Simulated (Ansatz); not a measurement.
An ordered 4-atom cell of CSi on the diamond lattice (it has left that coordination), 4 atoms and 16 valence electrons in a cell of about 40 Å³, was run 4 times in the PAW code Ansatz, each time on 2 threads of Arm Neoverse V1 (shared host). The times are single readings and vary with the host's load.

| run | k mesh | irreducible k | cutoff (eV) | plane waves | bands | SCF iterations | wall time | peak host memory (GiB) |
| --- | --- | --- | --- | --- | --- | --- | --- | --- |
| relaxation, PBE | 8×8×8 | 65 | 420 | 785 | 12 | 149 | 30 s | 0.34 |
| relaxation, r2SCAN | 10×10×10 | 116 | 500 | 1023 | 12 | 69 | 46 s | 0.46 |
| bands, PBE | 12×12×12 | 189 | 420 | 767 | 13 | 7 | 4.3 s | 0.36 |
| single point, r2SCAN | 12×12×12 | 189 | 500 | 1023 | 13 | 9 | 10 s | 0.47 |

The slowest run (relaxation, r2SCAN) took about 11 times as long as the quickest (bands, PBE).
